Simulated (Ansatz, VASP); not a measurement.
## Au: VASP beside Ansatz

```
Au
1.0
     1.41131   -2.55593    0.00000
     1.41131    2.55593    0.00000
     0.00000    0.00000    4.89317
Au
2
Direct
  0.66533 0.33467 0.25000
  0.33467 0.66533 0.75000
```

Alike in both runs: task single point; functional RPBE; k mesh 6 × 6 × 4; occupations gaussian, width 0.1 eV; no spin polarisation.

```csv
,VASP,Ansatz
version,VASP 6.6.1,Ansatz 0.2.0
potentials or method,"VASP PAW PBE potentials, release 64 (Au)","scalar-relativistic, plane waves, PAW"
plane-wave cutoff (eV),520,420
valence electrons in the cell,22,38
```

```tsv
	VASP	Ansatz	Ansatz less VASP
gap on the k mesh at the Fermi level (eV)	none	none	-
pressure (GPa)	7.1	7.3	+0.22
largest component of the traceless stress (GPa)	5.09	5.07	-0.021
rms of the force components (eV/Å)	0.014	0.016	+0.0019
```

Atom by atom the forces differ by 0.002 eV/Å (rms over components). A gap of «none» marks a metal or a gap that the smearing closes. The two sets of potentials don't hold the same shells in valence.

Caveats: the k mesh is coarse (spacing up to 0.42 Å⁻¹), so the values aren't converged; the PAW data sets were made with another functional, which shifts forces and pressure a little (VASP). The runs have no spin-orbit coupling, so splittings on Au are missing.
